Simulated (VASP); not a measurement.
AlN:

```
Al N
1.0
     3.11300    0.00000    0.00000
    -1.55650    2.69594    0.00000
     0.00000    0.00000    4.98100
Al N
2 2
Direct
  0.66667 0.33333 0.50000
  0.33333 0.66667 0.00000
  0.66667 0.33333 0.88000
  0.33333 0.66667 0.38000
```

- Program: VASP 6.6.1
- Task: relaxation of cell and atoms
- Functional: BLYP
- Potentials or basis: VASP PAW PBE potentials, release 64 (Al, N)
- Cutoff: 600 eV
- k mesh: 7 × 7 × 5
- Occupations: fermi-dirac, width 0.05 eV
- Spin: no spin polarisation

At the start: pressure 6.9 GPa; volume 10.45 Å³/atom.

Where does the relaxation end?

Over 3 steps the energy falls by 8.0 meV/atom and the volume is 10.82 Å³/atom (+3.5 %); space group P6_3mc (No. 186, to 0.05 Å).

Step by step:
```tsv
step	energy change (eV)	largest force (eV/Å)	pressure (GPa)	volume (Å³)
1	0.0000	0.1151	6.90	41.80
2	-0.0094	0.1024	-5.21	44.58
3	-0.0320	0.0181	-0.03	43.28
```

Final structure:
```
Al N
1.0
     3.14550    0.00000    0.00000
    -1.57275    2.72409    0.00000
     0.00000    0.00000    5.05096
Al N
2 2
Cartesian
  1.5728 0.9080 2.5224
  0.0000 1.8161 5.0479
  1.5728 0.9080 4.4479
  0.0000 1.8161 1.9225
```

Caveat: the PAW data sets were made with another functional, which shifts forces and pressure a little.
